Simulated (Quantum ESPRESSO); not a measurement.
Be:

```
Be
1.0
     2.28530    0.00000    0.00000
    -1.14265    1.97913    0.00000
     0.00000    0.00000    3.58420
Be
2
Direct
  0.66667 0.33333 0.75000
  0.33333 0.66667 0.25000
```

Base run:

```yaml
Program: Quantum ESPRESSO 7.5
Functional: PBEsol
Potentials_or_basis: PseudoDojo 0.4.1 SR PBEsol standard
Cutoff: 1197 eV
Density_cutoff: 4789 eV
k_mesh: 13 × 13 × 8
Occupations: fermi-dirac, width 0.05 eV
Spin: no spin polarisation
```

Its results: band gap on the k mesh none (metal or under the smearing width); pressure -3.3 GPa.

Task: The run is repeated on the same cell with these changes: functional from PBEsol to PBE; potentials or basis from PseudoDojo 0.4.1 SR PBEsol standard to PseudoDojo 0.4.1 SR PBE standard. What comes out?

Result: Band gap on the k mesh none (metal or under the smearing width); pressure -2.0 GPa.
